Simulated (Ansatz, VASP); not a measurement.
**AlN: VASP beside Ansatz**

Contents of INCAR:

```
PREC = Accurate ; ENCUT = 520
EDIFF = 1E-7 ; ISMEAR = 0
SIGMA = 0.01 ; LREAL = False
LASPH = True ; NELM = 100
ALGO = Normal ; ISIF = 2
LWAVE = False ; LCHARG = True
GGA = PE ; LELF = True
LVHAR = True ; NBANDS = 16
```

The input KPOINTS:

```
regular mesh
0
Gamma
  6 6 4
```

Contents of POSCAR:

```
AlN
1.0
    3.1123100000     -0.0547700000     -0.0638500000
   -1.6035900000      2.7364600000      0.0347400000
   -0.1021600000      0.0052000000      4.8832600000
Al N
2 2
Direct
    0.3322200000      0.6614300000      0.9991100000
    0.6747900000      0.3365700000      0.5008300000
    0.3327400000      0.6623700000      0.3821700000
    0.6583600000      0.3304500000      0.8792000000
```

Input for Ansatz:

```yaml
crystal:
  lattice:
    - [3.11231, -0.05477, -0.06385]
    - [-1.60359, 2.73646, 0.03474]
    - [-0.10216, 0.0052, 4.88326]
  atoms:
    - { symbol: Al, position: [0.33222, 0.66143, 0.99911] }
    - { symbol: Al, position: [0.67479, 0.33657, 0.50083] }
    - { symbol: "N", position: [0.33274, 0.66237, 0.38217] }
    - { symbol: "N", position: [0.65836, 0.33045, 0.8792] }
basis:
  ecutwfc: 540.0
  xc_grid: 2
kpoints:
  mp_grid:
    grid: [6, 6, 4]
hamiltonian:
  xc: pbe
scf:
  convergence:
    dr2_threshold: 1.0e-09
  occupations:
    method: fixed
output:
  forces: true
  stress: true
```

Alike in both runs: task single point; functional PBE; k mesh 6 × 6 × 4; no spin polarisation.

|  | VASP | Ansatz |
| --- | --- | --- |
| version | VASP 6.6.1 | Ansatz 0.2.0 |
| potentials or method | VASP PAW PBE potentials, release 64 (Al, N) | plane waves, PAW |
| plane-wave cutoff (eV) | 520 | 540 |
| occupations | gaussian, width 0.01 eV | fixed |
| valence electrons in the cell | 16 | 16 |

|  | VASP | Ansatz | Ansatz less VASP |
| --- | --- | --- | --- |
| pressure (GPa) | 6.9 | 7.1 | +0.25 |
| largest component of the traceless stress (GPa) | 7.01 | 6.92 | -0.090 |
| rms of the force components (eV/Å) | 0.339 | 0.338 | -0.0009 |

Atom by atom the forces differ by 0.001 eV/Å (rms over components). Ansatz warned: «stress_scf_threshold_loose».
